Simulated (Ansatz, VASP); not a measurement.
**One calculation of Zr3H, two programs**

```
CELL_PARAMETERS angstrom
4.24771 0.00000 0.00000
0.00000 4.24771 0.00000
0.00000 0.00000 4.24771
ATOMIC_POSITIONS crystal
Zr 0.50000 0.50000 0.00000
Zr 0.50000 0.00000 0.50000
Zr 0.00000 0.50000 0.50000
H 0.00000 0.00000 0.00000
```

Change from the starting cell: species swapped into the Mg3Sn type (Pm-3m, No. 221).

Alike in both runs: functional PBE; k mesh 4 × 4 × 4; occupations gaussian, width 0.1 eV; no spin polarisation.

Ansatz relaxed the structure, and its values are those at the end. VASP's run is a single point on that final structure, the one shown.

|  | VASP | Ansatz |
| --- | --- | --- |
| version | VASP 6.6.1 | Ansatz 0.2.0 |
| potentials or method | VASP PAW PBE potentials, release 64 (Zr_sv, H) | scalar-relativistic, plane waves, PAW |
| plane-wave cutoff (eV) | 520 | 420 |
| valence electrons in the cell | 37 | 37 |

```tsv
	VASP	Ansatz	Ansatz less VASP
gap on the k mesh at the Fermi level (eV)	none	none	-
pressure (GPa)	0.3	0.3	-0.02
```

A gap of «none» marks a metal or a gap that the smearing closes.

Caveats: the k mesh is coarse (spacing up to 0.37 Å⁻¹), so the values aren't converged.
